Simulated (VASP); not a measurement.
Write the native input for VASP 6.6.1 that does the following.

```
Task                   : single point
Functional             : r2SCAN
Dispersion             : rVV10
Potentials or basis    : VASP PAW PBE potentials, release 64 (Si)
Cutoff                 : 520 eV
k mesh                 : 10 × 10 × 10
Occupations            : gaussian, width 0.02 eV
Spin                   : no spin polarisation
Dipole correction      : no
Further INCAR settings : ALGO = Normal; EDIFF = 1e-06; NBANDS = 11
```

The system is Si.

```
CELL_PARAMETERS angstrom
0.00000 2.71778 2.71778
2.71778 0.00000 2.71778
2.71778 2.71778 0.00000
ATOMIC_POSITIONS crystal
Si 0.00000 0.00000 0.00000
Si 0.25000 0.25000 0.25000
```

The cell was built by a generator and needn't be a form met in nature.

The input as run:

POSCAR

```
Si
1.0
    0.0000000000      2.7177770158      2.7177770158
    2.7177770158      0.0000000000      2.7177770158
    2.7177770158      2.7177770158      0.0000000000
Si
2
Direct
    0.0000000000      0.0000000000      0.0000000000
    0.2500000000      0.2500000000      0.2500000000
```

INCAR.step1

```
SYSTEM = Si
ALGO = Normal ; EDIFF = 1E-4
ENCUT = 520 ; GGA = PE
ISMEAR = 0 ; LASPH = .TRUE.
LCHARG = .FALSE. ; LREAL = .FALSE.
LWAVE = .TRUE. ; NBANDS = 11
NELM = 100 ; PREC = Accurate
SIGMA = 0.02
```

INCAR.step2

```
SYSTEM = Si
ALGO = Normal ; BPARAM = 11.95
CPARAM = 0.0093 ; EDIFF = 1E-6
ENCUT = 520 ; ISIF = 2
ISMEAR = 0 ; ISTART = 1
IVDW_NL = 2 ; LASPH = .TRUE.
LCHARG = .TRUE. ; LELF = .TRUE.
LMIXTAU = .TRUE. ; LREAL = .FALSE.
LUSE_VDW = .TRUE. ; LVHAR = .TRUE.
LWAVE = .FALSE. ; METAGGA = R2SCAN
NBANDS = 11 ; NELM = 100
PREC = Accurate ; SIGMA = 0.02
```

KPOINTS

```
k-points
0
G
  10 10 10
  0 0 0
```

Potentials or basis: VASP PAW PBE potentials, release 64 (Si).

Command:

```sh
$ cat potpaw_PBE.64/Si/POTCAR > POTCAR
$ cp INCAR.step1 INCAR
$ mpirun -np 1 vasp_std > vasp.out
$ cp INCAR.step2 INCAR
$ mpirun -np 1 vasp_std > vasp.out
```

Results of the run:

```json
{
 "Pressure": "-0.2 GPa",
 "Band gap on the k mesh": "0.75 eV, indirect (least direct gap 2.75 eV)"
}
```

Caveat: the PAW data sets were made with another functional, which shifts forces and pressure a little.

It took 93 s on 1 thread of Intel(R) Xeon(R) Platinum 8488C (Sapphire Rapids), with other jobs on the host, peak memory 0.27 GiB.
